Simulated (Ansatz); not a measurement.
Runs of Ansatz 0.2.0 on CdF2. The structure is cubic, space group Fm-3m (No. 225). Conventional cell: a = 5.388 Å, b = 5.388 Å, c = 5.388 Å, α = 90.00°, β = 90.00°, γ = 90.00°. Cd (site symmetry m-3m) has 8 F at 2.33 Å as nearest neighbours. F (site symmetry -43m) has 4 Cd at 2.33 Å as nearest neighbours. 

```csv
task,level,spin,cell,k mesh,points for each segment of the path,gap on the mesh (eV),pressure (GPa),relaxed volume (Å³/atom)
band structure,LDA,"SOC, no magnetisation",as given,7 × 7 × 7,14,(b),-5.7,-
relaxation of cell and atoms,PBEsol,off,relaxed,9 × 9 × 9,-,(a),0.0,13.01
band structure,PBEsol,"SOC, no magnetisation",as given,7 × 7 × 7,14,2.99,-0.3,-
band structure,PBEsol,off,as given,9 × 9 × 9,14,2.96,-0.2,-
relaxation of cell and atoms,LDA,off,relaxed,9 × 9 × 9,-,3.02,0.0,(c)
```

Alike in all rows: potentials or basis Ansatz PAW; cutoff (eV) 420; smearing fermi-dirac 0.05 eV.

Problem. Fill in the values left out.

Solution. (a) 2.97; (b) 2.87; (c) 12.39.

Caveats: the PAW data sets come from PBE, with cores solved anew for the run's functional, which leaves a small shift of forces and pressure; the k mesh misses the band edges, so the gap on the mesh is wider than the one along the path (some runs); odd divisions of the mesh miss points on the zone boundary, where band edges often lie, so the gap on the mesh can be too wide (some runs); the plane-wave basis is chosen anew once the cell has moved, so the energies of steps on either side of that aren't comparable (some runs).

A k mesh can miss the band edges, and rows without SOC leave out spin-orbit coupling on Cd.

Runs at the PBE level aren't shown here.
